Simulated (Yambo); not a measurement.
# Si (Fd-3m) in Yambo: further runs

The runs below take Si through Hartree-Fock levels, G0W0 quasiparticle levels, with PBE.

All numbers are computed with Yambo 5.3.0; they aren't measurements. Logs are shortened: lines on timing, memory, paths and dates and some standing lists are left out, and cuts for length are marked.

### Step 1. Starting point

It takes space group Fd-3m (No. 227, cubic). Conventional cell: a = 5.444 Å, b = 5.444 Å, c = 5.444 Å, α = 90.00°, β = 90.00°, γ = 90.00°. Si (site symmetry -43m) has 4 Si at 2.36 Å as nearest neighbours.

### Step 2. Hartree-Fock levels, PBE

File hf1.in:

```
rim_cut
HF_and_locXC
RandQpts= 1000000
RandGvec= 50 RL
EXXRLvcs= 36 Ry
VXCRLvcs= 36 Ry
% QPkrange
 1 | 16 | 4 | 6 |
%
```

File scf.in:

```
&CONTROL
  calculation = 'scf'
  prefix = 'pwscf'
  outdir = './tmp'
  pseudo_dir = './pseudo'
/
&SYSTEM
  ibrav = 0
  nat = 2
  ntyp = 1
  ecutwfc = 36
  nbnd = 9
  occupations = 'smearing'
  smearing = 'fd'
  degauss = 0.00367493
  force_symmorphic = .true.
/
&ELECTRONS
  conv_thr = 4d-10
  electron_maxstep = 120
  mixing_beta = 0.5
/
ATOMIC_SPECIES
Si    28.0850 Si.upf
CELL_PARAMETERS angstrom
   0.0000000000    2.7218511865    2.7218511865
   2.7218511865    0.0000000000    2.7218511865
   2.7218511865    2.7218511865    0.0000000000
ATOMIC_POSITIONS crystal
Si     0.5000000000    0.5000000000    0.5000000000
Si     0.7500000000    0.7500000000    0.7500000000
K_POINTS automatic
8 8 8 0 0 0
```

File nscf.in:

```
&CONTROL
  calculation = 'nscf'
  prefix = 'pwscf'
  outdir = './tmp'
  pseudo_dir = './pseudo'
/
&SYSTEM
  ibrav = 0
  nat = 2
  ntyp = 1
  ecutwfc = 36
  nbnd = 104
  occupations = 'fixed'
  force_symmorphic = .true.
/
&ELECTRONS
  conv_thr = 1d-08
  diago_full_acc = .true.
  diago_thr_init = 1d-06
/
ATOMIC_SPECIES
Si    28.0850 Si.upf
CELL_PARAMETERS angstrom
   0.0000000000    2.7218511865    2.7218511865
   2.7218511865    0.0000000000    2.7218511865
   2.7218511865    2.7218511865    0.0000000000
ATOMIC_POSITIONS crystal
Si     0.5000000000    0.5000000000    0.5000000000
Si     0.7500000000    0.7500000000    0.7500000000
K_POINTS automatic
6 6 6 0 0 0
```

Potentials or basis: PseudoDojo 0.5 SR PBE standard.

On the command line:

```
OMP_NUM_THREADS=1 pw.x -in scf.in > scf.out
OMP_NUM_THREADS=1 pw.x -in nscf.in > nscf.out
cd tmp/pwscf.save; p2y; mv SAVE ../..; cd ../..
OMP_NUM_THREADS=1 yambo
mkdir -p hf1; ln -s $PWD/g0w00/ndb.RIM hf1/
OMP_NUM_THREADS=1 yambo -F hf1.in -J hf1 -C hf1_out
```

Yambo's report:

```text
[... sections 02.01 to 02.04 as in the set-up run ...]

  [02.05] Energies & Occupations
  ==============================

  [X] === General ===
  [X] Electronic Temperature                        :  0.000000  0.000000 [eV K]
  [X] Bosonic    Temperature                        :  0.000000  0.000000 [eV K]
  [X] Finite Temperature mode                       : no
  [X] El. density                                   :  0.19837E+24 [cm-3]
  [X] Fermi Level                                   :  6.155985 [eV]

  [X] === Gaps and Widths ===
  [X] Conduction Band Min                           :  0.722766 [eV]
  [X] Valence Band Max                              :  0.000000 [eV]
  [X] Filled Bands                                  :   4
  [X] Empty Bands                                   :    5  104
  [X] Direct Gap                                    :  2.552723 [eV]
  [X] Direct Gap localized at k                     :  1
  [X] Indirect Gap                                  :  0.722766 [eV]
  [X] Indirect Gap between kpts                     :   1  13
  [X] Last valence band width                       :  3.618876 [eV]
  [X] 1st conduction band width                     :  2.637219 [eV]

 [03] Transferred momenta grid and indexing
 ==========================================

 IBZ Q-points                                      :  16
 BZ  Q-points                                      :  216

 K/Q-points units:
 rlu = crystal or reduced units; cc = cartesian coordinates; iku = interal k-units

 Q [ 1]         [rlu]:  0.000000  0.000000  0.000000
 Q [ 2]         [rlu]:  0.66011E-18  0.66011E-18  0.16667
 Q [ 3]         [rlu]:  0.13202E-17  0.13202E-17  0.33333
 Q [ 4]         [rlu]: -0.32053E-17 -0.32053E-17 -0.50000
 Q [ 5]         [rlu]:  0.24958E-17  0.16667      0.16667
 Q [ 6]         [rlu]: -0.10701E-16  0.16667      0.33333
 Q [ 7]         [rlu]:  0.89388E-17  0.16667      0.50000
 Q [ 8]         [rlu]: -0.32053E-17  0.16667     -0.33333
 Q [ 9]         [rlu]: -0.29076E-16  0.16667     -0.16667
 Q [10]         [rlu]: -0.17730E-16  0.33333      0.33333
 Q [11]         [rlu]:  0.68824E-16  0.33333      0.50000
 Q [12]         [rlu]: -0.12709E-16  0.33333     -0.33333
 Q [13]         [rlu]: -0.74875E-17 -0.50000     -0.50000
 Q [14]         [rlu]:  0.166667  0.333333  0.500000
 Q [15]         [rlu]:  0.166667  0.333333 -0.333333
 Q [16]         [rlu]:  0.166667 -0.500000 -0.333333

 [04] Coloumb potential Random Integration (RIM)
 ===============================================

 Summary of Coulomb integrals for non-metallic bands |Q|[au] RIM/Bare

 Q [1] 0.100000E-4 0.995998 * Q [2] 0.176318 1.065507
 Q [5] 0.203594 1.063520 * Q [9] 0.287926 1.025994
 Q [6] 0.337623 1.019443 * Q [3] 0.352635 1.017217
 Q [10] 0.407188 1.013507 * Q [8] 0.443723 1.010827
 Q [14] 0.455250 1.010532 * Q [7] 0.498702 1.008888
 Q [11] 0.528953 1.007997 * Q [4] 0.528953 1.007696
 Q [12] 0.575851 1.006539 * Q [15] 0.602240 1.006010
 Q [13] 0.610783 1.006174 * Q [16] 0.643821 1.005574

 [05] Local Exchange-Correlation + Non-Local Fock
 ================================================

 [VXC] Plane waves :  1037
 [EXS] Plane waves :  1037

 QP @ state[ 1 ] K range:   1  16
 QP @ state[ 1 ] b range:   4   6

 [WF-HF/Rho loader] Normalization (few states)  min/max  :  0.14816E-15   1.0000

 [xc] Functional : Perdew, Burke & Ernzerhof(X)+Perdew, Burke & Ernzerhof(C)
 [xc] LIBXC used to calculate xc functional
  PP Number of Atomic Species                      :  1
  NLCC RL compoments                               :   7823
  PP Number of Atomic Species                      :  1
  NLCC RL compoments                               :   7823
 [WR./hf1//ndb.HF_and_locXC]-----------------------------------------------------
  Brillouin Zone Q/K grids (IBZ/BZ)                :   16  216   16  216
  RL vectors                                       :  1411 [WF]
  Fragmentation                                    : no
  Electronic Temperature                           :  0.000000 [K]
  Bosonic    Temperature                           :  0.000000 [K]
  Green`s function   wavefunctions                 : Perdew, Burke & Ernzerhof(X)+Perdew, Burke & Ernzerhof(C)
  Total number of QP states                        :   48
  Exchange RL vectors                              :  1037
  Exchange summation bands                         :   4
  RIM RL components                                :   51
  RIM random points                                :  1000000

 [xc] E_xc :  -2.406300 [Ha]
      E_xc :  -4.812600 [Ry]

  Local XC kind (lXC) : Perdew, Burke & Ernzerhof(X)+Perdew, Burke & Ernzerhof(C)
  Non-Local XC kind (nlXC) : Hartree-Fock

  Corrections @ K [1] :  [eV]
 <4|nlXC|4> = -12.70626 -0.44520E-17 <4|lXC|4> = -11.29956 -0.75527E-15
 <5|nlXC|5> = -5.841676 -0.30717E-17 <5|lXC|5> = -10.01216  0.000000
 <6|nlXC|6> = -5.841676  0.17202E-18 <6|lXC|6> = -10.01216  0.18882E-15

  Corrections @ K [2] :  [eV]
 <4|nlXC|4> = -12.63723  0.54405E-17 <4|lXC|4> = -11.12396 -0.37763E-15
 <5|nlXC|5> = -5.946392 -0.54184E-18 <5|lXC|5> = -10.11906 -0.61956E-16
 <6|nlXC|6> = -5.779711 -0.22607E-17 <6|lXC|6> = -10.15800  0.000000

  Corrections @ K [3] :  [eV]
 <4|nlXC|4> = -12.86945  0.18038E-16 <4|lXC|4> = -11.04364 -0.47204E-16
 <5|nlXC|5> = -6.064482 -0.38456E-17 <5|lXC|5> = -10.06330  0.18882E-15
 <6|nlXC|6> = -5.267788 -0.40775E-18 <6|lXC|6> = -9.839437  0.18882E-15

  Corrections @ K [4] :  [eV]
 <4|nlXC|4> = -12.99355  0.61909E-17 <4|lXC|4> = -11.03817 -0.47204E-16
 <5|nlXC|5> = -6.125207 -0.43992E-17 <5|lXC|5> = -10.06307  0.000000
 <6|nlXC|6> = -5.103567  0.13431E-17 <6|lXC|6> = -9.640298 -0.29503E-17

  Corrections @ K [5] :  [eV]
 <4|nlXC|4> = -12.61686 -0.14249E-17 <4|lXC|4> = -10.83716  0.94408E-16
 <5|nlXC|5> = -5.718911  0.42184E-17 <5|lXC|5> = -9.569183 -0.18882E-15
 <6|nlXC|6> = -5.136660  0.44601E-18 <6|lXC|6> = -9.957865  0.47204E-16

  Corrections @ K [6] :  [eV]
 <4|nlXC|4> = -12.86173 -0.45877E-17 <4|lXC|4> = -10.75892  0.14161E-15
 <5|nlXC|5> = -5.693204  0.35337E-17 <5|lXC|5> = -9.592878 -0.94408E-16
 <6|nlXC|6> = -5.014624 -0.25645E-18 <6|lXC|6> = -9.870339 -0.18882E-15
[... 31 lines left out ...]
  Corrections @ K [13] :  [eV]
 <4|nlXC|4> = -13.25905 -0.19336E-16 <4|lXC|4> = -10.57201  0.16226E-16
 <5|nlXC|5> = -5.303694 -0.32060E-17 <5|lXC|5> = -8.960449  0.23602E-16
 <6|nlXC|6> = -5.303694 -0.92094E-18 <6|lXC|6> = -8.960449 -0.10621E-15

  Corrections @ K [14] :  [eV]
 <4|nlXC|4> = -12.74332 -0.32364E-17 <4|lXC|4> = -10.50132 -0.11801E-16
 <5|nlXC|5> = -5.508279 -0.33262E-17 <5|lXC|5> = -9.744858 -0.38353E-16
 <6|nlXC|6> = -4.779114 -0.21218E-17 <6|lXC|6> = -9.279897  0.31715E-16

  Corrections @ K [15] :  [eV]
 <4|nlXC|4> = -12.77865 -0.11251E-16 <4|lXC|4> = -10.32857  0.35403E-16
 <5|nlXC|5> = -5.138795  0.91093E-19 <5|lXC|5> = -9.446049  0.23602E-16
 <6|nlXC|6> = -5.310162 -0.36958E-17 <6|lXC|6> = -9.913838  0.47204E-16

  Corrections @ K [16] :  [eV]
 <4|nlXC|4> = -12.94066 -0.96057E-17 <4|lXC|4> = -10.06737  0.17702E-16
 <5|nlXC|5> = -5.272396 -0.12047E-17 <5|lXC|5> = -9.492725 -0.29503E-16
 <6|nlXC|6> = -5.272397  0.11325E-17 <6|lXC|6> = -9.492725  0.11801E-15

  [05.01] Hartree-Fock occupations report
  =======================================

  [Hartree-Fock] === General ===
  [Hartree-Fock] Electronic Temperature             :  0.000000  0.000000 [eV K]
  [Hartree-Fock] Bosonic    Temperature             :  0.000000  0.000000 [eV K]
  [Hartree-Fock] Finite Temperature mode            : no
  [Hartree-Fock] El. density                        :  0.19837E+24 [cm-3]
  [Hartree-Fock] Fermi Level                        :  6.155985 [eV]

  [Hartree-Fock] === Gaps and Widths ===
  [Hartree-Fock] Conduction Band Min                :  4.305982 [eV]
  [Hartree-Fock] Valence Band Max                   : -1.406694 [eV]
  [Hartree-Fock] Filled Bands                       :   4
  [Hartree-Fock] Empty Bands                        :    5  104
  [Hartree-Fock] Direct Gap                         :  8.129906 [eV]
  [Hartree-Fock] Direct Gap localized at k          :  1
  [Hartree-Fock] Indirect Gap                       :  5.712677 [eV]
  [Hartree-Fock] Indirect Gap between kpts          :   1  10
  [Hartree-Fock] Last valence band width            :  5.085476 [eV]
  [Hartree-Fock] 1st conduction band width          :  3.361257 [eV]
```

Wall time 19 s (1 thread of Arm Neoverse V2, shared host); peak memory 0.23 GiB.

What came out:

* Band gap on the k mesh, mean-field level: 0.72 eV, indirect (least direct gap 2.55 eV)
* Quasiparticle gap: 5.61 eV
* Least direct quasiparticle gap: 8.13 eV
* Quasiparticle gap at Γ: 8.13 eV
* Band gap of the same states before the correction: 0.62 eV

Quasiparticle terms (eV):
| k point | band | Kohn-Sham level | Vxc | Σx | Σc | Z | result |
| --- | --- | --- | --- | --- | --- | --- | --- |
| (0.000, 0.000, 0.000) | 4 | 0.00 | -11.30 | -12.71 | - | - | -1.41 |
| (0.000, 0.000, 0.000) | 5 | 2.55 | -10.01 | -5.84 | - | - | 6.72 |
| (0.000, 0.000, 0.000) | 6 | 2.55 | -10.01 | -5.84 | - | - | 6.72 |
| (0.000, 0.000, 0.167) | 4 | -0.45 | -11.12 | -12.64 | - | - | -1.96 |
| (0.000, 0.000, 0.167) | 5 | 2.32 | -10.12 | -5.95 | - | - | 6.49 |
| (0.000, 0.000, 0.167) | 6 | 3.20 | -10.16 | -5.78 | - | - | 7.58 |
| (0.000, 0.000, 0.333) | 4 | -1.00 | -11.04 | -12.87 | - | - | -2.82 |
| (0.000, 0.000, 0.333) | 5 | 1.73 | -10.06 | -6.06 | - | - | 5.73 |
| (0.000, 0.000, 0.333) | 6 | 3.50 | -9.84 | -5.27 | - | - | 8.07 |
| (0.000, 0.000, -0.500) | 4 | -1.19 | -11.04 | -12.99 | - | - | -3.15 |
| (0.000, 0.000, -0.500) | 5 | 1.50 | -10.06 | -6.13 | - | - | 5.44 |
| (0.000, 0.000, -0.500) | 6 | 3.34 | -9.64 | -5.10 | - | - | 7.88 |
| (0.000, 0.167, 0.167) | 4 | -1.19 | -10.84 | -12.62 | - | - | -2.97 |
| (0.000, 0.167, 0.167) | 5 | 1.70 | -9.57 | -5.72 | - | - | 5.55 |
| (0.000, 0.167, 0.167) | 6 | 4.26 | -9.96 | -5.14 | - | - | 9.08 |
| (0.000, 0.167, 0.333) | 4 | -1.74 | -10.76 | -12.86 | - | - | -3.84 |
| (0.000, 0.167, 0.333) | 5 | 1.96 | -9.59 | -5.69 | - | - | 5.86 |
| (0.000, 0.167, 0.333) | 6 | 4.04 | -9.87 | -5.01 | - | - | 8.89 |
| (0.000, 0.167, -0.500) | 4 | -1.77 | -10.81 | -12.97 | - | - | -3.92 |
| (0.000, 0.167, -0.500) | 5 | 2.04 | -9.49 | -5.44 | - | - | 6.08 |

Caveat: this k mesh misses the band edges, so its gaps are larger than the crystal's; the quasiparticle gap listed is the Kohn-Sham gap on the denser mesh of the self-consistent run plus the correction found on the GW mesh, so it differs from the gap in the log.

### Step 3. G0W0 quasiparticle levels, PBE

File g0w06.in:

```
gw0
dyson
el_el_corr
rim_cut
HF_and_locXC
ppa
em1d
RandQpts= 1000000
RandGvec= 50 RL
EXXRLvcs= 25 Ry
VXCRLvcs= 25 Ry
Chimod= "HARTREE"
% BndsRnXp
 1 | 104 |
%
NGsBlkXp= 6 Ry
% LongDrXp
 1 | 1 | 1 |
%
PPAPntXp= 27.21138 eV
% GbndRnge
 1 | 104 |
%
GTermKind= "none"
DysSolver= "n"
ExtendOut
% QPkrange
 1 | 1 | 3 | 6 |
 13 | 13 | 3 | 6 |
%
```

scf.in is that of step 2.

nscf.in is that of step 2.

Potentials or basis: PseudoDojo 0.5 SR PBE standard.

On the command line:

```
OMP_NUM_THREADS=1 pw.x -in scf.in > scf.out
OMP_NUM_THREADS=1 pw.x -in nscf.in > nscf.out
cd tmp/pwscf.save; p2y; mv SAVE ../..; cd ../..
OMP_NUM_THREADS=1 yambo
mkdir -p g0w06; ln -s $PWD/g0w00/ndb.pp* g0w06/
mkdir -p g0w06; ln -s $PWD/g0w00/ndb.RIM g0w06/
OMP_NUM_THREADS=1 yambo -F g0w06.in -J g0w06 -C g0w06_out
```

Yambo's report:

```text
[... sections 02.01 to 02.04 as in the set-up run ...]

  [02.05] Energies & Occupations
  ==============================

  [X] === General ===
  [X] Electronic Temperature                        :  0.000000  0.000000 [eV K]
  [X] Bosonic    Temperature                        :  0.000000  0.000000 [eV K]
  [X] Finite Temperature mode                       : no
  [X] El. density                                   :  0.19837E+24 [cm-3]
  [X] Fermi Level                                   :  6.155985 [eV]

  [X] === Gaps and Widths ===
  [X] Conduction Band Min                           :  0.722766 [eV]
  [X] Valence Band Max                              :  0.000000 [eV]
  [X] Filled Bands                                  :   4
  [X] Empty Bands                                   :    5  104
  [X] Direct Gap                                    :  2.552723 [eV]
  [X] Direct Gap localized at k                     :  1
  [X] Indirect Gap                                  :  0.722766 [eV]
  [X] Indirect Gap between kpts                     :   1  13
  [X] Last valence band width                       :  3.618876 [eV]
  [X] 1st conduction band width                     :  2.637219 [eV]

 [03] Transferred momenta grid and indexing
 ==========================================

 IBZ Q-points                                      :  16
 BZ  Q-points                                      :  216
[... 212 lines left out ...]
   B=6 Eo=  0.72 E=  0.67 E-Eo= -0.05 Re(Z)=0.79 Im(Z)=-0.160954E-2 nlXC= -5.30367 lXC= -8.96106 So= -3.72488

  [WR./g0w06//ndb.QP]-------------------------------------------------------------
   Lattice constants                                :  5.143553  5.143553  5.143553
   Coulomb cutoff potential                         : none
   Electronic Temperature                           :  0.000000 [K]
   Bosonic    Temperature                           :  0.000000 [K]
   Green`s function   energies                      : Perdew, Burke & Ernzerhof(X)+Perdew, Burke & Ernzerhof(C)
   wavefunctions                                    : Perdew, Burke & Ernzerhof(X)+Perdew, Burke & Ernzerhof(C)
   PPA    diel. fun.  energies                      : Perdew, Burke & Ernzerhof(X)+Perdew, Burke & Ernzerhof(C)
   wavefunctions                                    : Perdew, Burke & Ernzerhof(X)+Perdew, Burke & Ernzerhof(C)
   QP tot states                                    :   8
   GW solver                                        : Newton
   GW approximation                                 : PPA
   PPA imaginary Energy                             :  27.21138 ev
   RIM G`s                                          :   51
   RIM random pts                                   :  1000000
   dS/dw steps                                      :  2
   dS/dw step                                       :  0.100000 ev
   X G`s                                            :   89 used
   X G`s                                            :   89 disk
   X bands                                          :    1  104
   X poles                                          :  100.0000 o/o
   X e/h E range                                    : -1.000000 -1.000000 ev
   X Hxc Kernel                                     : HARTREE
   X BZ energy Double Grid                          : no
   X Optical Averaged directions                    : none
   Sc/G bands                                       :    1  104
   Sc/G damping                                     :  0.100000 ev
   Sc bands terminator                              : no
   Sx RL components                                 :   609

   QP @ state[ 1 ] K range                          :  1  1
   QP @ state[ 1 ] b range                          :   3   6
   QP @ state[ 2 ] K range                          :  13  13
   QP @ state[ 2 ] b range                          :   3   6
   GF energies kind                                 : Perdew, Burke & Ernzerhof(X)+Perdew, Burke & Ernzerhof(C)
   GF WF`s kind                                     : Perdew, Burke & Ernzerhof(X)+Perdew, Burke & Ernzerhof(C)
   Xs energies kind                                 : Perdew, Burke & Ernzerhof(X)+Perdew, Burke & Ernzerhof(C)
   Xs WF`s kind                                     : Perdew, Burke & Ernzerhof(X)+Perdew, Burke & Ernzerhof(C)
```

Results:

| Quantity | Value |
| --- | --- |
| Band gap on the k mesh, mean-field level | 0.72 eV, indirect (least direct gap 2.55 eV) |
| Quasiparticle gap | 1.13 eV |
| Least direct quasiparticle gap | 3.16 eV |
| Quasiparticle gap at Γ | 3.16 eV |
| Band gap of the same states before the correction | 0.62 eV |

Quasiparticle terms (eV):
```tsv
k point	band	Kohn-Sham level	Vxc	Σx	Σc	Z	result
(0.000, 0.000, 0.000)	3	0.00	-11.30	-12.71	0.68	0.77	-0.56
(0.000, 0.000, 0.000)	4	0.00	-11.30	-12.71	0.68	0.77	-0.56
(0.000, 0.000, 0.000)	5	2.55	-10.01	-5.84	-4.11	0.77	2.60
(0.000, 0.000, 0.000)	6	2.55	-10.01	-5.84	-4.11	0.77	2.60
(0.000, -0.500, -0.500)	3	-2.84	-10.57	-13.26	1.82	0.75	-3.49
(0.000, -0.500, -0.500)	4	-2.84	-10.57	-13.26	1.82	0.75	-3.49
(0.000, -0.500, -0.500)	5	0.72	-8.96	-5.30	-3.72	0.79	0.67
(0.000, -0.500, -0.500)	6	0.72	-8.96	-5.30	-3.72	0.79	0.67
```

Caveat: this k mesh misses the band edges, so its gaps are larger than the crystal's; this version prints the column dSc/dw multiplied by 27.2; the quasiparticle gap listed is the Kohn-Sham gap on the denser mesh of the self-consistent run plus the correction found on the GW mesh, so it differs from the gap in the log.
